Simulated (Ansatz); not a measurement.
**Calculated with Ansatz: NaH, vacancy hop by nudged elastic band**

Launch command:

```bash
ansatz run input.yaml --threads 4 --pin off --max-ram 8192MiB --backend cpu --events-out ev --progress --plain --runs-dir out
```

Input:

```yaml
crystal:
  lattice:
    - [0.0, 4.851122, 4.851122]
    - [4.851122, 0.0, 4.851122]
    - [4.851122, 4.851122, 0.0]
  atoms:
    - { symbol: H, position: [0.25355366, 0.24514293, 0.24974175] }
    - { symbol: Na, position: [0.00592418, -0.00207722, 0.49408339] }
    - { symbol: H, position: [0.2493878, 0.25069068, 0.75725385] }
    - { symbol: Na, position: [-0.00159016, 0.50330084, -0.0052428] }
    - { symbol: H, position: [0.24440275, 0.7508367, 0.24945773] }
    - { symbol: Na, position: [0.00497658, 0.49626951, 0.50222832] }
    - { symbol: H, position: [0.24475152, 0.7470714, 0.75530893] }
    - { symbol: Na, position: [0.50132504, -0.00221451, -0.00043983] }
    - { symbol: H, position: [0.74588742, 0.25091098, 0.24976995] }
    - { symbol: Na, position: [0.5078772, -0.00517548, 0.49984054] }
    - { symbol: H, position: [0.75063875, 0.25486811, 0.74719195] }
    - { symbol: Na, position: [0.49799435, 0.49889806, 0.00315939] }
    - { symbol: H, position: [0.7527004, 0.75494322, 0.24485007] }
    - { symbol: Na, position: [0.49464116, 0.50105112, 0.50155165] }
    - { symbol: H, position: [0.753218, 0.75115216, 0.74846643] }
kpoints:
  mp_grid: { grid: [3, 3, 3] }
magnetization:
  spin_polarized: false
scf:
  occupations: { method: cold, width: 0.15 }
hamiltonian:
  pseudopotentials: { kind: paw }
  xc: pbe
basis:
  ecutwfc: 420
neb:
  images: 3
  relax_end_points: true
  climbing: true
  f_tol: 0.1
  max_iterations: 40
  order_check: false
  final_atoms:
    - { symbol: H, position: [0.25355366, 0.24514293, 0.24974175] }
    - { symbol: Na, position: [0.00592418, -0.00207722, 0.49408339] }
    - { symbol: H, position: [0.2493878, 0.25069068, 0.75725385] }
    - { symbol: Na, position: [-0.00904378, 0.00514886, 0.00457712] }
    - { symbol: H, position: [0.24440275, 0.7508367, 0.24945773] }
    - { symbol: Na, position: [0.00497658, 0.49626951, 0.50222832] }
    - { symbol: H, position: [0.24475152, 0.7470714, 0.75530893] }
    - { symbol: Na, position: [0.50132504, -0.00221451, -0.00043983] }
    - { symbol: H, position: [0.74588742, 0.25091098, 0.24976995] }
    - { symbol: Na, position: [0.5078772, -0.00517548, 0.49984054] }
    - { symbol: H, position: [0.75063875, 0.25486811, 0.74719195] }
    - { symbol: Na, position: [0.49799435, 0.49889806, 0.00315939] }
    - { symbol: H, position: [0.7527004, 0.75494322, 0.24485007] }
    - { symbol: Na, position: [0.49464116, 0.50105112, 0.50155165] }
    - { symbol: H, position: [0.753218, 0.75115216, 0.74846643] }
```

Origin of the cell: a database entry, scaled a little.

The cell is 2×2×2 cells of NaH with one Na taken out; atom 4 (Na) hops into the empty site, 3.41 Å away before the end points are relaxed. All atoms were shaken by about 0.02 Å first.

Output (shortened):

```
Warning: neb: disabling space-group detection — the band's intermediate images generally break the endpoint symmetry, so no spatial operation reduces the k-mesh or symmetrises the density, ex […]
Pseudopotentials: kind: paw
Pseudopotential: H, paw, valence charge 1, recommended cutoff 420 eV (normal), H.paw.azcp
Pseudopotential: Na, paw, valence charge 9, recommended cutoff 420 eV (normal), Na.paw.azcp
Functional definition: PBE
  exchange = pbe_x(kappa = kappa, mu = beta*pi^2/3)
  correlation = pbe_c(beta = beta)
parallel-image band execution: 3 concurrent image workers
NEB image 0
Crystal: 15 atoms, lattice volume = 228.327 Å³
Basis set: ecut = 420 eV, 4477 PW (Γ), exchange–correlation on 96×96×96 points (8 copies of the dense FFT grid, shifted against one another)
Bands: 51, of which v1, the nominal top of the filled ones, is band 36 counted from 1 (35 counted from 0)
[… 6 lines left out …]
Initial density: superposition of atomic densities (neutral atoms: chi_scale 0, normalization atom), corrected by the library's trained network
Functional: x = pbe(κ = 0.804, μ = 0.219515), c = pbe(β = 0.066725)
SCF iter   1: F=—  HF=-10531.744411 eV  Δρ=2.72e-3  dr2=3.11e-2  defer=4
SCF iter   2: F=—  HF=-10531.737593 eV  S|Δr|=    0.00e0  Δρ=1.93e-3  dr2=1.29e-2  defer=3
SCF iter   3: F=—  HF=-10531.736517 eV  S|Δr|=    0.00e0  Δρ=1.38e-3  dr2=5.17e-3  defer=3
[… 3 lines left out …]
SCF iter   7: F=—  HF=-10531.735498 eV  S|Δr|=    0.00e0  Δρ=5.21e-5  dr2=6.27e-6  defer=3
SCF iter   8: F=—  HF=-10531.735496 eV  S|Δr|=    0.00e0  Δρ=9.49e-6  dr2=2.63e-7  defer=3
SCF iter   9: F=-10531.735496 eV  HF=-10531.735496 eV  S|Δr|=    0.00e0  Δρ=2.32e-6  dr2=1.60e-8
NEB iter   1: max|band force component| = 7.975e-1 eV/Å  barrier→ = 0.8441 eV  barrier← = 0.8441 eV  Δτ_max = 0.1938 Å  (50 SCF iters)
NEB iter   2: max|band force component| = 1.707e-1 eV/Å  barrier→ = 0.4156 eV  barrier← = 0.4156 eV  CI = image 2  Δτ_max = 0.1172 Å  (29 SCF iters)
NEB iter   3: max|band force component| = 5.645e-2 eV/Å  barrier→ = 0.3239 eV  barrier← = 0.3239 eV  CI = image 2  Δτ_max = 0.0418 Å  (28 SCF iters)
NEB iter   4: max|band force component| = 7.652e-2 eV/Å  barrier→ = 0.3185 eV  barrier← = 0.3185 eV  CI = image 2  Δτ_max = 0.0000 Å  (8 SCF iters)
--- NEB band (5 images, 4 band iterations, 115 SCF iterations, 38 more in tests of the images' electronic states and relaxations of end points) ---
  forward barrier  = 0.318459 eV
  backward barrier = 0.318469 eV
  lagrangian_above_aufbau_ev (what the smearing adds, to first order; not taken off the barriers): saddle image +0.009044 eV, end points +0.014780 and +0.014788 eV
  climbing image's point = of an order that was not read
  energies are F+E_penalty+E_count in eV, relative to image 0
  image     s (Å)  Δ vs image 0  max|band force component| (eV/Å)
      0    0.0000      0.000000                                 —
      1    0.9250      0.164677                          7.485e-2
  *   2    1.8797      0.318459                          2.195e-2
      3    2.8326      0.165502                          7.652e-2
      4    3.7552     -0.000009                                 —
```

The converged band:

```json
{"image": "0", "path over all atoms (Å)": "0.00", "ΔF (eV)": "0.000", "Na x": "2.43", "y": "0.00", "z (Å)": "2.43"}
{"image": "1", "path over all atoms (Å)": "0.92", "ΔF (eV)": "0.165", "Na x": "1.85", "y": "0.00", "z (Å)": "1.86"}
{"image": "2", "path over all atoms (Å)": "1.88", "ΔF (eV)": "0.318", "Na x": "1.21", "y": "0.00", "z (Å)": "1.21"}
{"image": "3", "path over all atoms (Å)": "2.83", "ΔF (eV)": "0.166", "Na x": "0.57", "y": "0.00", "z (Å)": "0.57"}
{"image": "4", "path over all atoms (Å)": "3.76", "ΔF (eV)": "0.000", "Na x": "0.00", "y": "0.00", "z (Å)": "0.00"}
```

Relaxed start, forces in eV/Å:

```xyz
15
Lattice="0.000 4.851 4.851 4.851 0.000 4.851 4.851 4.851 0.000" Properties=species:S:1:pos:R:3:forces:R:3 pbc="T T T" image=0
H     2.423    2.426    2.425    0.001    0.001    0.001
Na    2.420    2.423   -0.001   -0.001    0.003    0.003
H     4.850    4.857    2.565   -0.001   -0.003    0.002
Na    2.426    0.001    2.426   -0.002    0.002    0.002
H     4.850    2.568    4.849   -0.002   -0.001    0.000
Na    4.849    2.434    2.421   -0.001   -0.005    0.003
H     7.134    4.849    4.852   -0.001    0.002    0.001
Na   -0.004    2.426    2.429    0.004    0.001   -0.004
H     2.566    4.850    4.851   -0.002    0.000    0.000
Na    2.421    4.852    2.428    0.001   -0.002   -0.002
H     4.848    7.138    4.853    0.001   -0.001   -0.001
Na    2.425    2.424    4.852    0.002    0.001   -0.002
H     4.848    4.851    7.139    0.001    0.003   -0.001
Na    4.849    4.853    4.853    0.001   -0.001   -0.003
H     7.275    7.277    7.277   -0.001    0.000   -0.001
```

Highest image (2), forces in eV/Å:

```xyz
15
Lattice="0.000 4.851 4.851 4.851 0.000 4.851 4.851 4.851 0.000" Properties=species:S:1:pos:R:3:forces:R:3 pbc="T T T" image=2
H     2.342    2.326    2.342    0.009    0.003    0.010
Na    2.517    2.655   -0.092   -0.002   -0.021    0.002
H     4.610    4.852    2.666   -0.015    0.000    0.015
Na    1.213    0.001    1.213    0.001    0.000   -0.001
H     4.934    2.327    4.934   -0.010    0.003   -0.009
Na    4.759    2.198    2.517    0.002    0.022   -0.002
H     7.103    4.851    5.024   -0.007    0.001    0.007
Na   -0.094    2.657    2.519    0.004   -0.022   -0.004
H     2.666    4.854    4.610    0.015    0.001   -0.015
Na    2.423    4.852    2.423   -0.007    0.000   -0.006
H     4.934    7.379    4.934   -0.010   -0.003   -0.010
Na    2.519    2.196    4.757   -0.004    0.022    0.004
H     5.024    4.853    7.103    0.007   -0.001   -0.007
Na    4.853    4.852    4.853    0.006    0.000    0.007
H     7.193    7.379    7.193    0.010   -0.003    0.009
```

Relaxed end, forces in eV/Å:

```xyz
15
Lattice="0.000 4.851 4.851 4.851 0.000 4.851 4.851 4.851 0.000" Properties=species:S:1:pos:R:3:forces:R:3 pbc="T T T" image=4
H     2.427    2.571    2.423   -0.001   -0.003    0.000
Na    2.426    2.423    0.002    0.001    0.003    0.000
H     4.714    4.855    2.423   -0.001    0.001    0.002
Na    0.003    0.001    0.001    0.000    0.000   -0.002
H     4.852    2.426    4.850    0.000    0.003    0.001
Na    4.855    2.430    2.425   -0.001   -0.003   -0.001
H     7.279    4.852    4.988   -0.002   -0.001    0.002
Na   -0.004    2.432    2.425    0.003   -0.001    0.000
H     2.429    4.849    4.708    0.000    0.002    0.001
Na    2.428    4.854    2.422   -0.003   -0.002    0.003
H     4.853    7.278    4.852    0.000   -0.001   -0.003
Na    2.428    2.424    4.846   -0.002    0.002    0.002
H     4.992    4.854    7.278    0.001    0.000   -0.003
Na    4.853    4.852    4.848    0.000    0.001    0.001
H     7.276    7.137    7.277    0.002    0.000   -0.002
```

Barrier of this path: 0.32 eV forwards, 0.32 eV backwards, after 4 band iterations.

Caveats: no moments, though an odd count or open d shells may carry them; the k mesh is coarse if the cell is a metal; a small cell with a neutral vacancy and no spin, whose shape can make like sites unlike; the cell is held at a rescaled volume, and strain moves barriers; the hop was drawn among near neighbours and need not be the easiest path; few images and a loose tolerance, and neither the top nor the ends were tested for their order.

It ran for 55 s on 4 threads of Intel(R) Xeon(R) Platinum 8375C CPU @ 2.90GHz (Ice Lake), with other jobs on the host, peak memory 1.1 GiB, from the program's own first density.
